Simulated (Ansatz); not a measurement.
# Zn started in the widest void in zincblende ZnS, 65 atoms, charge +2

Aim: the barrier for an atom's jump, from a relaxed start and a climbing-image band; single points by other levels frame it (PBEsol and HSE06).

All numbers are computed with Ansatz 0.2.0 (PAW, plane waves).

## Step 1: The starting cell

65 atoms (33 Zn, 32 S); a = 10.713 Å, b = 10.713 Å, c = 10.713 Å, α = 90.00°, β = 90.00°, γ = 90.00°. All atoms were shaken off their sites by about 0.02 Å along each axis. Defect site 1: (0.500, 0.500, 0.750).

Steps to follow: (2) PBEsol relaxation at the single k point (¼, ¼, ¼), on 1 × NVIDIA GB300 Max-Q with 8 threads of Arm Neoverse-V2; (3) HSE06 single point at the single k point (¼, ¼, ¼), on 1 × NVIDIA GB300 Max-Q with 8 threads of Arm Neoverse-V2; (4) PBEsol band at the single k point (¼, ¼, ¼), on 1 × NVIDIA GB300 Max-Q with 8 threads of Arm Neoverse-V2; (5) HSE06 single point at the single k point (¼, ¼, ¼), on 1 × NVIDIA GB300 Max-Q with 8 threads of Arm Neoverse-V2.

## Step 2: Relaxing the atoms with PBEsol

The input, in.yaml:

```yaml
crystal:
  lattice:
    - [10.712536, 0.000000, 0.000000]
    - [0.000000, 10.712536, 0.000000]
    - [0.000000, 0.000000, 10.712536]
  atoms:
    - { symbol: Zn, position: [0.998323, 0.999469, 0.999546] }
    - { symbol: Zn, position: [0.999217, 0.002830, 0.499021] }
    - { symbol: Zn, position: [0.999705, 0.497839, 0.998394] }
    - { symbol: Zn, position: [0.001155, 0.498869, 0.503401] }
    - { symbol: Zn, position: [0.502344, 0.998672, 0.998244] }
    - { symbol: Zn, position: [0.501022, 0.999409, 0.502848] }
    - { symbol: Zn, position: [0.500577, 0.497811, 0.998790] }
    - { symbol: Zn, position: [0.497559, 0.499168, 0.499037] }
    - { symbol: Zn, position: [0.248874, 0.250879, 0.000925] }
    - { symbol: Zn, position: [0.249915, 0.249848, 0.497456] }
    - { symbol: Zn, position: [0.248661, 0.748707, 0.001054] }
    - { symbol: Zn, position: [0.252522, 0.750752, 0.500358] }
    - { symbol: Zn, position: [0.752443, 0.250397, 0.998787] }
    - { symbol: Zn, position: [0.750265, 0.251700, 0.500522] }
    - { symbol: Zn, position: [0.746266, 0.750642, 0.002140] }
    - { symbol: Zn, position: [0.750178, 0.752628, 0.498567] }
    - { symbol: Zn, position: [0.248205, 0.001218, 0.248075] }
    - { symbol: Zn, position: [0.247802, 0.000689, 0.750037] }
    - { symbol: Zn, position: [0.250676, 0.498600, 0.252891] }
    - { symbol: Zn, position: [0.250270, 0.497585, 0.747240] }
    - { symbol: Zn, position: [0.748395, 0.999486, 0.249934] }
    - { symbol: Zn, position: [0.753238, 0.001533, 0.749636] }
    - { symbol: Zn, position: [0.751930, 0.499749, 0.251080] }
    - { symbol: Zn, position: [0.749384, 0.499049, 0.749098] }
    - { symbol: Zn, position: [0.001183, 0.250827, 0.249327] }
    - { symbol: Zn, position: [0.997923, 0.251202, 0.747514] }
    - { symbol: Zn, position: [0.001319, 0.749061, 0.252042] }
    - { symbol: Zn, position: [0.003063, 0.749620, 0.751797] }
    - { symbol: Zn, position: [0.498780, 0.251880, 0.250366] }
    - { symbol: Zn, position: [0.499420, 0.249922, 0.751901] }
    - { symbol: Zn, position: [0.501727, 0.748332, 0.250183] }
    - { symbol: Zn, position: [0.503298, 0.750670, 0.748544] }
    - { symbol: Zn, position: [0.498288, 0.501471, 0.748843] }
    - { symbol: S, position: [0.123777, 0.123511, 0.126996] }
    - { symbol: S, position: [0.127244, 0.125906, 0.622506] }
    - { symbol: S, position: [0.126917, 0.621621, 0.124750] }
    - { symbol: S, position: [0.126303, 0.623900, 0.623396] }
    - { symbol: S, position: [0.625986, 0.125854, 0.124796] }
    - { symbol: S, position: [0.621620, 0.123283, 0.625459] }
    - { symbol: S, position: [0.625994, 0.624938, 0.125449] }
    - { symbol: S, position: [0.623411, 0.625852, 0.626312] }
    - { symbol: S, position: [0.372534, 0.374579, 0.123416] }
    - { symbol: S, position: [0.378222, 0.374304, 0.627357] }
    - { symbol: S, position: [0.375399, 0.874758, 0.122691] }
    - { symbol: S, position: [0.375047, 0.875326, 0.624875] }
    - { symbol: S, position: [0.875385, 0.371971, 0.126779] }
    - { symbol: S, position: [0.876102, 0.375884, 0.625294] }
    - { symbol: S, position: [0.873658, 0.876440, 0.126216] }
    - { symbol: S, position: [0.872271, 0.878866, 0.625008] }
    - { symbol: S, position: [0.373534, 0.123812, 0.377558] }
    - { symbol: S, position: [0.374760, 0.128488, 0.876464] }
    - { symbol: S, position: [0.374498, 0.625535, 0.374617] }
    - { symbol: S, position: [0.373344, 0.625142, 0.876524] }
    - { symbol: S, position: [0.874190, 0.126284, 0.375102] }
    - { symbol: S, position: [0.876988, 0.125923, 0.876462] }
    - { symbol: S, position: [0.871024, 0.624807, 0.372032] }
    - { symbol: S, position: [0.873474, 0.624227, 0.873624] }
    - { symbol: S, position: [0.127009, 0.376112, 0.375320] }
    - { symbol: S, position: [0.125297, 0.375386, 0.876535] }
    - { symbol: S, position: [0.122486, 0.878387, 0.371760] }
    - { symbol: S, position: [0.126918, 0.876713, 0.877109] }
    - { symbol: S, position: [0.624262, 0.377081, 0.374807] }
    - { symbol: S, position: [0.622078, 0.376497, 0.873003] }
    - { symbol: S, position: [0.625744, 0.878752, 0.375873] }
    - { symbol: S, position: [0.624117, 0.876462, 0.872533] }
  symmetry: { detect: false }
kpoints:
  mp_grid: { grid: [1, 1, 1], shift: [0.25, 0.25, 0.25] }
hamiltonian:
  xc: pbesol
total_charge: 2
scf:
  occupations: { method: fermi_dirac, width: 0.01 }
relax:
  f_tol: 0.03
  max_steps: 80
  escape_saddle: false
  adjacent_minimum: "off"
output:
  forces: true
  eigenvalues: true
  populations: true
  charged_corrections: { epsilon: 8.3 }
```

Started as:

```
$ ansatz run in.yaml --threads 8 --pin off --max-ram 118750MiB --runs-dir r --events-out ev --progress --plain --backend cuda --devices 0,
```

Further steps of the session: Single point with HSE06; The band; HSE06 single point.

**Question.** What will these runs give? Wanted: for each run, top filled to lowest empty.

As calculated:

| level | time | top filled to lowest empty (eV) |
| --- | --- | --- |
| PBEsol, relaxation | 5.1 s (GPU) | 2.64 |
| HSE06 | 32 s (GPU) | 3.93 |
| HSE06, at the band's top | 35 s (GPU) | 3.32 |

```
                   quantity                             value
                 relaxation  4 recorded steps, 1.15 eV gained
              largest shift                      0.18 Å (Zn7)
barrier forwards, backwards                     0.60, 0.10 eV
                       jump                      Zn by 2.35 Å
            band iterations                                 5
    top less start by HSE06                           0.71 eV
```

The relaxation lowers the energy by 1.15 eV; the largest shift is 0.18 Å (Zn7). The PBEsol barrier is 0.60 eV forwards and 0.10 eV back, about 23 times kT at 300 K, without charge corrections. The cell's size and k points aren't converged for it. The top is a first-order saddle. On the same two geometries HSE06 gives 0.71 eV. At the same k points, PBEsol gives a spacing 1.29 eV smaller than the 3.93 eV of HSE06. In a defect cell this spacing can involve defect levels, so it need not be the gap.
